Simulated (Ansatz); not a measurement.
## Trigonal deformation path in C

Computed with DFT PBE, scalar-relativistic, plane waves, PAW in Ansatz 0.2.0. The runs took a 420 eV cutoff, a Γ-centred 12×12×12 mesh and Gaussian smearing (0.05 eV). No spin polarisation. Energies are free energies at this smearing, counted from the undisturbed cell; pressure is positive in compression.

Reference structure (as given, not relaxed at this level; it stands at 1.8 GPa):

```
C
1.0
     0.00000    1.78340    1.78340
     1.78340    0.00000    1.78340
     1.78340    1.78340    0.00000
C
2
Cartesian
  1.7834 1.7834 1.7834
  2.6751 2.6751 2.6751
```

At fixed volume and fractional coordinates, lengths along (0.577, 0.577, 0.577) are scaled against those across it; ρ is that ratio over its starting value.

```
    ρ  ΔE (meV/atom) gap on the mesh (eV)
0.500         7223.2                  0.00
0.600         4046.6                  0.00
0.710         1800.1                  0.10
0.850          379.2                  2.54
0.930           72.7                  3.80
1.000            0.0                  4.16
1.080           76.7                  3.70
1.200          415.1                  0.63
1.410         1363.9                  0.00
1.700         2732.2                  0.00
2.000         3979.9                  0.00
```

Where the gap reads zero the k-mesh, chosen for the insulator, is on the coarse side.